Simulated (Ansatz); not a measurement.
The system is FeGe2.

```
Ge Fe
1.0
    -2.95956    2.95956    2.45140
     2.95956   -2.95956    2.45140
     2.95956    2.95956   -2.45140
Ge Fe
4 2
Direct
  0.84511 0.34511 0.19021
  0.65489 0.84511 0.50000
  0.34511 0.15489 0.50000
  0.15489 0.65489 0.80979
  0.25000 0.25000 0.00000
  0.75000 0.75000 0.00000
```

The cell is a database's computed one.

Base run:

* Program: Ansatz 0.2.0
* Functional: PBEsol
* Potentials or basis: Ansatz PAW
* Cutoff: 420 eV (not typed: the program's choice for these potentials)
* k mesh: 7 × 7 × 7
* Occupations: fermi-dirac, width 0.05 eV
* Spin: collinear spin, antiferromagnetic start
* Starting moments: [0.0, 0.0, 0.0, 0.0, 3.0, -3.0] μB

Its results: band gap on the k mesh none (metal or under the smearing width); pressure -5.4 GPa; largest force 0.153 eV/Å.

**Question.** After a change of settings the same cell gave: band gap on the k mesh none (metal or under the smearing width); pressure -7.5 GPa; largest force 0.334 eV/Å. Which change was it?
A. spin from collinear spin, antiferromagnetic start to no spin polarisation
B. spin from collinear spin, antiferromagnetic start to collinear spin, ferromagnetic start; moments at the start from [0.0, 0.0, 0.0, 0.0, 3.0, -3.0] to [0.0, 0.0, 0.0, 0.0, 3.0, 3.0]
C. spin from collinear spin, antiferromagnetic start to collinear spin, random start; moments at the start from [0.0, 0.0, 0.0, 0.0, 3.0, -3.0] to [0.0, 0.0, 0.0, 0.0, -2.46, -1.77]
D. spin from collinear spin, antiferromagnetic start to collinear spin, ferrimagnetic start; moments at the start from [0.0, 0.0, 0.0, 0.0, 3.0, -3.0] to [0.0, 0.0, 0.0, 0.0, 3.0, -1.5]

**Answer.** A.

Caveats: the PAW data sets come from PBE, with cores solved anew for the run's functional, which leaves a small shift of forces and pressure; the starting moments weren't kept (some runs).
